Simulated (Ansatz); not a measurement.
Bands of Cd

```
Cd
1.0
     0.00000    3.34000    3.34000
     3.34000    0.00000    3.34000
     3.34000    3.34000    0.00000
Cd
2
Direct
  0.00000 0.00000 0.00000
  0.25000 0.25000 0.25000
```

Atoms are numbered in the order listed.

The cell was built from the diamond type and relaxed in the same program, and has space group Fd-3m; it needn't be a known or the stable phase.

Method: DFT, PBE, all-electron LAPW, scalar-relativistic (Ansatz 0.2.0).

Sampling and basis: a Γ-centred 9×9×9 k mesh, Fermi–Dirac smearing of 0.08 eV, basis error target 0.25 meV/atom, no spin polarisation.

Points in fractions of the reciprocal vectors of this cell: Γ (0, 0, 0), X (0.5, 0, 0.5), U (0.625, 0.25, 0.625), K (0.375, 0.375, 0.75), L (0.5, 0.5, 0.5), W (0.5, 0.25, 0.75). The path joins them by straight lines in the order Γ–X–U–K–Γ–L–W–X; legs that retrace an earlier one aren't tabulated. Energies are in eV from the Fermi level.

**Question.** Metal or insulator at this level of theory?

**Answer.** No gap opens: metallic or semimetallic.

**Question.** Tabulate bands 16 to 22, counted from the lowest band of the run, along the path.

**Answer.** 
```json
{"k (1/Å)": "0.00", "point": "Γ", "band 16": "-8.43", "band 17": "-8.29", "band 18": "-8.29", "band 19": "-6.30", "band 20": "4.26", "band 21": "4.26", "band 22": "4.26"}
{"k (1/Å)": "0.13", "point": "", "band 16": "-8.42", "band 17": "-8.30", "band 18": "-8.27", "band 19": "-6.23", "band 20": "3.42", "band 21": "3.75", "band 22": "3.75"}
{"k (1/Å)": "0.27", "point": "", "band 16": "-8.39", "band 17": "-8.33", "band 18": "-8.26", "band 19": "-6.01", "band 20": "2.36", "band 21": "2.99", "band 22": "2.99"}
{"k (1/Å)": "0.40", "point": "", "band 16": "-8.35", "band 17": "-8.35", "band 18": "-8.27", "band 19": "-5.64", "band 20": "1.27", "band 21": "2.30", "band 22": "2.30"}
{"k (1/Å)": "0.54", "point": "", "band 16": "-8.31", "band 17": "-8.30", "band 18": "-8.30", "band 19": "-5.14", "band 20": "0.18", "band 21": "1.74", "band 22": "1.74"}
{"k (1/Å)": "0.67", "point": "", "band 16": "-8.37", "band 17": "-8.25", "band 18": "-8.25", "band 19": "-4.51", "band 20": "-0.90", "band 21": "1.31", "band 22": "1.31"}
{"k (1/Å)": "0.81", "point": "", "band 16": "-8.44", "band 17": "-8.22", "band 18": "-8.22", "band 19": "-3.75", "band 20": "-1.93", "band 21": "1.05", "band 22": "1.05"}
{"k (1/Å)": "0.94", "point": "X", "band 16": "-8.52", "band 17": "-8.21", "band 18": "-8.21", "band 19": "-2.89", "band 20": "-2.89", "band 21": "0.97", "band 22": "0.97"}
{"k (1/Å)": "0.99", "point": "", "band 16": "-8.52", "band 17": "-8.21", "band 18": "-8.21", "band 19": "-2.89", "band 20": "-2.88", "band 21": "0.90", "band 22": "0.98"}
{"k (1/Å)": "1.04", "point": "", "band 16": "-8.52", "band 17": "-8.21", "band 18": "-8.20", "band 19": "-2.90", "band 20": "-2.85", "band 21": "0.72", "band 22": "1.00"}
{"k (1/Å)": "1.08", "point": "", "band 16": "-8.52", "band 17": "-8.21", "band 18": "-8.19", "band 19": "-2.91", "band 20": "-2.80", "band 21": "0.49", "band 22": "1.05"}
{"k (1/Å)": "1.13", "point": "", "band 16": "-8.52", "band 17": "-8.21", "band 18": "-8.18", "band 19": "-2.94", "band 20": "-2.74", "band 21": "0.25", "band 22": "1.12"}
{"k (1/Å)": "1.18", "point": "", "band 16": "-8.52", "band 17": "-8.21", "band 18": "-8.17", "band 19": "-2.99", "band 20": "-2.65", "band 21": "0.02", "band 22": "1.20"}
{"k (1/Å)": "1.23", "point": "", "band 16": "-8.52", "band 17": "-8.21", "band 18": "-8.16", "band 19": "-3.07", "band 20": "-2.55", "band 21": "-0.17", "band 22": "1.30"}
{"k (1/Å)": "1.27", "point": "U", "band 16": "-8.52", "band 17": "-8.20", "band 18": "-8.15", "band 19": "-3.18", "band 20": "-2.43", "band 21": "-0.30", "band 22": "1.42"}
{"k (1/Å)": "1.36", "point": "", "band 16": "-8.53", "band 17": "-8.20", "band 18": "-8.15", "band 19": "-3.25", "band 20": "-2.34", "band 21": "-0.31", "band 22": "1.33"}
{"k (1/Å)": "1.44", "point": "", "band 16": "-8.54", "band 17": "-8.19", "band 18": "-8.16", "band 19": "-3.32", "band 20": "-2.27", "band 21": "-0.24", "band 22": "1.08"}
{"k (1/Å)": "1.52", "point": "", "band 16": "-8.55", "band 17": "-8.18", "band 18": "-8.16", "band 19": "-3.35", "band 20": "-2.23", "band 21": "-0.14", "band 22": "0.86"}
{"k (1/Å)": "1.60", "point": "", "band 16": "-8.55", "band 17": "-8.18", "band 18": "-8.16", "band 19": "-3.35", "band 20": "-2.23", "band 21": "-0.14", "band 22": "0.86"}
{"k (1/Å)": "1.68", "point": "", "band 16": "-8.54", "band 17": "-8.19", "band 18": "-8.16", "band 19": "-3.32", "band 20": "-2.27", "band 21": "-0.24", "band 22": "1.08"}
{"k (1/Å)": "1.77", "point": "", "band 16": "-8.53", "band 17": "-8.20", "band 18": "-8.15", "band 19": "-3.25", "band 20": "-2.34", "band 21": "-0.31", "band 22": "1.33"}
{"k (1/Å)": "1.85", "point": "K", "band 16": "-8.52", "band 17": "-8.20", "band 18": "-8.15", "band 19": "-3.18", "band 20": "-2.43", "band 21": "-0.30", "band 22": "1.42"}
{"k (1/Å)": "1.99", "point": "", "band 16": "-8.52", "band 17": "-8.20", "band 18": "-8.16", "band 19": "-3.70", "band 20": "-1.93", "band 21": "-0.36", "band 22": "1.85"}
{"k (1/Å)": "2.13", "point": "", "band 16": "-8.49", "band 17": "-8.20", "band 18": "-8.20", "band 19": "-4.37", "band 20": "-1.26", "band 21": "0.03", "band 22": "2.39"}
{"k (1/Å)": "2.28", "point": "", "band 16": "-8.43", "band 17": "-8.26", "band 18": "-8.21", "band 19": "-5.02", "band 20": "-0.41", "band 21": "0.70", "band 22": "2.98"}
{"k (1/Å)": "2.42", "point": "", "band 16": "-8.36", "band 17": "-8.33", "band 18": "-8.23", "band 19": "-5.56", "band 20": "0.62", "band 21": "1.57", "band 22": "3.53"}
{"k (1/Å)": "2.56", "point": "", "band 16": "-8.39", "band 17": "-8.31", "band 18": "-8.25", "band 19": "-5.97", "band 20": "1.81", "band 21": "2.58", "band 22": "3.95"}
{"k (1/Å)": "2.70", "point": "", "band 16": "-8.42", "band 17": "-8.29", "band 18": "-8.28", "band 19": "-6.22", "band 20": "3.13", "band 21": "3.63", "band 22": "4.19"}
{"k (1/Å)": "2.85", "point": "Γ", "band 16": "-8.43", "band 17": "-8.29", "band 18": "-8.29", "band 19": "-6.30", "band 20": "4.26", "band 21": "4.26", "band 22": "4.26"}
{"k (1/Å)": "2.96", "point": "", "band 16": "-8.44", "band 17": "-8.29", "band 18": "-8.29", "band 19": "-6.25", "band 20": "3.29", "band 21": "4.07", "band 22": "4.07"}
{"k (1/Å)": "3.08", "point": "", "band 16": "-8.45", "band 17": "-8.28", "band 18": "-8.28", "band 19": "-6.08", "band 20": "2.04", "band 21": "3.73", "band 22": "3.73"}
{"k (1/Å)": "3.20", "point": "", "band 16": "-8.47", "band 17": "-8.27", "band 18": "-8.27", "band 19": "-5.81", "band 20": "0.83", "band 21": "3.38", "band 22": "3.38"}
{"k (1/Å)": "3.31", "point": "", "band 16": "-8.47", "band 17": "-8.26", "band 18": "-8.26", "band 19": "-5.43", "band 20": "-0.29", "band 21": "3.09", "band 22": "3.09"}
{"k (1/Å)": "3.43", "point": "", "band 16": "-8.47", "band 17": "-8.26", "band 18": "-8.26", "band 19": "-4.98", "band 20": "-1.28", "band 21": "2.88", "band 22": "2.88"}
{"k (1/Å)": "3.55", "point": "", "band 16": "-8.47", "band 17": "-8.26", "band 18": "-8.26", "band 19": "-4.50", "band 20": "-2.08", "band 21": "2.75", "band 22": "2.75"}
{"k (1/Å)": "3.66", "point": "L", "band 16": "-8.47", "band 17": "-8.26", "band 18": "-8.26", "band 19": "-4.25", "band 20": "-2.44", "band 21": "2.71", "band 22": "2.71"}
{"k (1/Å)": "3.76", "point": "", "band 16": "-8.47", "band 17": "-8.25", "band 18": "-8.25", "band 19": "-4.21", "band 20": "-2.42", "band 21": "2.29", "band 22": "2.62"}
{"k (1/Å)": "3.85", "point": "", "band 16": "-8.49", "band 17": "-8.24", "band 18": "-8.22", "band 19": "-4.12", "band 20": "-2.35", "band 21": "1.57", "band 22": "2.35"}
{"k (1/Å)": "3.95", "point": "", "band 16": "-8.50", "band 17": "-8.22", "band 18": "-8.19", "band 19": "-3.96", "band 20": "-2.25", "band 21": "0.86", "band 22": "1.94"}
{"k (1/Å)": "4.04", "point": "", "band 16": "-8.52", "band 17": "-8.20", "band 18": "-8.17", "band 19": "-3.73", "band 20": "-2.16", "band 21": "0.27", "band 22": "1.45"}
{"k (1/Å)": "4.14", "point": "", "band 16": "-8.54", "band 17": "-8.19", "band 18": "-8.16", "band 19": "-3.44", "band 20": "-2.19", "band 21": "-0.08", "band 22": "0.95"}
{"k (1/Å)": "4.23", "point": "", "band 16": "-8.57", "band 17": "-8.17", "band 18": "-8.16", "band 19": "-3.10", "band 20": "-2.39", "band 21": "-0.12", "band 22": "0.48"}
{"k (1/Å)": "4.33", "point": "W", "band 16": "-8.61", "band 17": "-8.16", "band 18": "-8.16", "band 19": "-2.73", "band 20": "-2.73", "band 21": "0.10", "band 22": "0.10"}
{"k (1/Å)": "4.39", "point": "", "band 16": "-8.61", "band 17": "-8.16", "band 18": "-8.16", "band 19": "-2.74", "band 20": "-2.74", "band 21": "0.14", "band 22": "0.14"}
{"k (1/Å)": "4.46", "point": "", "band 16": "-8.60", "band 17": "-8.17", "band 18": "-8.17", "band 19": "-2.76", "band 20": "-2.76", "band 21": "0.24", "band 22": "0.24"}
{"k (1/Å)": "4.53", "point": "", "band 16": "-8.58", "band 17": "-8.18", "band 18": "-8.18", "band 19": "-2.80", "band 20": "-2.80", "band 21": "0.39", "band 22": "0.39"}
{"k (1/Å)": "4.60", "point": "", "band 16": "-8.56", "band 17": "-8.19", "band 18": "-8.19", "band 19": "-2.83", "band 20": "-2.83", "band 21": "0.57", "band 22": "0.57"}
{"k (1/Å)": "4.66", "point": "", "band 16": "-8.54", "band 17": "-8.20", "band 18": "-8.20", "band 19": "-2.86", "band 20": "-2.86", "band 21": "0.76", "band 22": "0.76"}
{"k (1/Å)": "4.73", "point": "", "band 16": "-8.53", "band 17": "-8.21", "band 18": "-8.21", "band 19": "-2.88", "band 20": "-2.88", "band 21": "0.91", "band 22": "0.91"}
{"k (1/Å)": "4.80", "point": "X", "band 16": "-8.52", "band 17": "-8.21", "band 18": "-8.21", "band 19": "-2.89", "band 20": "-2.89", "band 21": "0.97", "band 22": "0.97"}
```
